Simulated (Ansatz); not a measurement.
# BeTe: structure and electronic properties

The task here is to estimate one member of a computed series from the others.

The COD entry's cell or inner coordinates are ideal or old and differ from later refinements, so a difference from it is no clean test against experiment.

Method: DFT r2SCAN, scalar-relativistic, plane waves, PAW, in Ansatz 0.2.0.

## Starting point

It takes space group F-43m (No. 216, cubic). The conventional cell has a = 5.540 Å, b = 5.540 Å, c = 5.540 Å, α = 90.00°, β = 90.00°, γ = 90.00°. Around Be (site symmetry -43m) lie 4 Te at 2.40 Å. Te (site symmetry -43m) has 4 Be at 2.40 Å as nearest neighbours.

Structure file:

```cif
data_structure
_symmetry_space_group_name_H-M 'P 1'
_symmetry_Int_Tables_number 1
_cell_length_a 3.9174
_cell_length_b 3.9174
_cell_length_c 3.9174
_cell_angle_alpha 60.000
_cell_angle_beta 60.000
_cell_angle_gamma 60.000
_cell_volume 42.51
loop_
_atom_site_label
_atom_site_type_symbol
_atom_site_fract_x
_atom_site_fract_y
_atom_site_fract_z
_atom_site_occupancy
Be1 Be 0.00000 0.00000 0.00000 1
Te1 Te 0.25000 0.25000 0.25000 1
```

The structure comes from the Crystallography Open Database.

Set-up of the first run:

(A quick probe on a coarse mesh, which set the mesh and smearing, is not shown.)

The input, input.yaml:

```yaml
crystal:
  lattice:
    - [0.0, 2.77, 2.77]
    - [2.77, 0.0, 2.77]
    - [2.77, 2.77, 0.0]
  atoms:
    - { symbol: Be, position: [0.0, 0.0, 0.0] }
    - { symbol: Te, position: [0.25, 0.25, 0.25] }
basis:
  ecutwfc: 500
kpoints:
  mp_grid: { grid: [8, 8, 8] }
hamiltonian:
  xc: r2scan
scf:
  occupations: { method: gaussian, width: 0.02 }
output:
  forces: true
  stress: true
  eigenvalues: true
relax:
  adjacent_minimum: "off"
  f_tol: 0.005
  max_steps: 80
  cell: { stress_tol: 0.05 }
```

On the command line:

```sh
ansatz run input.yaml --threads 1 --pin off --max-ram 2560MiB --backend cpu --events-out ev --progress --plain --runs-dir out
```

Steps of the session up to this table: Relaxing cell and atoms; Electronic structure at the relaxed geometry; Band edges anywhere in the zone; Eigenvalues a small step from each edge; Point at V/V0 = 0.97; Volume × 1.03; Volume × 0.94; Volume × 1.06.

One table of the session follows, with a row left open; its other results are not shown here.

It belongs to the step «Fit of the equation of state». 

```
volume (Å³/atom)  energy above the lowest point (meV/atom)  pressure (GPa)  gap on the mesh (eV)
          21.271                                      16.8            4.15                  2.22
          21.950                                       4.0            1.93                  2.30
          22.629                                       0.0            0.01                  2.37
          23.307                                         ?               ?                     ?
          23.986                                      13.6           -3.07                  2.51
```

**Question.** Estimate the row for volume (Å³/atom) = 23.307.

Worked estimate for «energy above the lowest point (meV/atom)». A straight line through the neighbours (22.629, 0.0) and (23.986, 13.6) gives 0.0 + (13.6 − 0.0) × (23.307 − 22.629) / (23.986 − 22.629) = 6.8; a parabola fitted to 3 rows on both sides gives 3.2.

As computed: energy above the lowest point (meV/atom): 3.6; pressure (GPa): -1.65; gap on the mesh (eV): 2.44. In «energy above the lowest point (meV/atom)» the line misses by +3.2 and the parabola by -0.4.
